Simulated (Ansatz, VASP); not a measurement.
This is a calculation of AlRu for Ansatz 0.2.0.

input.yaml

```yaml
crystal:
  lattice:
    - [2.9916, 0.0, 0.0]
    - [0.0, 2.9916, 0.0]
    - [0.0, 0.0, 2.9916]
  atoms:
    - { symbol: Ru, position: [0.5, 0.5, 0.5] }
    - { symbol: Al, position: [0.0, 0.0, 0.0] }
hamiltonian:
  xc: blyp
  pseudopotentials: { kind: paw }
kpoints:
  mp_grid: { grid: [9, 9, 9] }
  band_path:
    path:
      - [[0.0, 0.0, 0.0], [0.0, 0.5, 0.0], [0.5, 0.5, 0.0], [0.0, 0.0, 0.0], [0.5, 0.5, 0.5], [0.0, 0.5, 0.0]]
      - [[0.5, 0.5, 0.0], [0.5, 0.5, 0.5]]
    npoints: 14
scf:
  occupations: { method: fermi_dirac, width: 0.05 }
  n_extra_bands: 6
output:
  forces: true
  stress: true
  eigenvalues: true
  fatbands: false
```

Potentials or basis: Ansatz PAW.

The run is started by

```bash
$ ansatz run input.yaml --threads 2 --pin off --max-ram 5632MiB --backend cpu --events-out ev --progress --plain --runs-dir out
```

Question: Set up the same calculation for VASP 6.6.1. Potentials there: VASP PAW PBE potentials, release 64 (Ru_pv, Al).

Answer: As run (the cutoff follows the program's own potentials):

Contents of INCAR:

```
SYSTEM = AlRu
PREC = Accurate
ENCUT = 520
EDIFF = 1E-6
ISMEAR = -1
SIGMA = 0.05
LREAL = .False.
LASPH = .True.
NELM = 80
ALGO = Normal
ISIF = 2
LWAVE = .False.
LCHARG = .False.
LMAXMIX = 4
GGA = B5
ALDAX = 1.0
AGGAX = 1.0
AGGAC = 1.0
ALDAC = 0.0
NBANDS = 16
```

File KPOINTS:

```
regular mesh
0
Gamma
  9 9 9
  0 0 0
```

Contents of POSCAR:

```
AlRu
1.0
    2.9916000000      0.0000000000      0.0000000000
    0.0000000000      2.9916000000      0.0000000000
    0.0000000000      0.0000000000      2.9916000000
Ru Al
1 1
Direct
    0.5000000000      0.5000000000      0.5000000000
    0.0000000000      0.0000000000      0.0000000000
```

File KPOINTS_OPT:

```
path GXMGRX,MR
15
line-mode
reciprocal
 0.0000000000  0.0000000000  0.0000000000  G
 0.0000000000  0.5000000000  0.0000000000  X

 0.0000000000  0.5000000000  0.0000000000  X
 0.5000000000  0.5000000000  0.0000000000  M

 0.5000000000  0.5000000000  0.0000000000  M
 0.0000000000  0.0000000000  0.0000000000  G

 0.0000000000  0.0000000000  0.0000000000  G
 0.5000000000  0.5000000000  0.5000000000  R

 0.5000000000  0.5000000000  0.5000000000  R
 0.0000000000  0.5000000000  0.0000000000  X

 0.5000000000  0.5000000000  0.0000000000  M
 0.5000000000  0.5000000000  0.5000000000  R
```

Potentials or basis: VASP PAW PBE potentials, release 64 (Ru_pv, Al).

Run with:

```bash
$ cat potpaw_PBE.64/Ru_pv/POTCAR potpaw_PBE.64/Al/POTCAR > POTCAR
$ mpirun -np 1 vasp_std > vasp.out
```

Both were run:

|  | VASP | Ansatz | Ansatz less VASP |
| --- | --- | --- | --- |
| gap on the k mesh at the Fermi level (eV) | none | none | - |
| pressure (GPa) | 9.6 | 9.1 | -0.50 |

A gap of «none» marks a metal or a gap that the smearing closes. The two sets of potentials don't hold the same shells in valence.

Caveats: the PAW data sets were made with another functional, which shifts forces and pressure a little (VASP); the PAW data sets come from PBE, with cores solved anew for the run's functional, which leaves a small shift of forces and pressure (Ansatz).
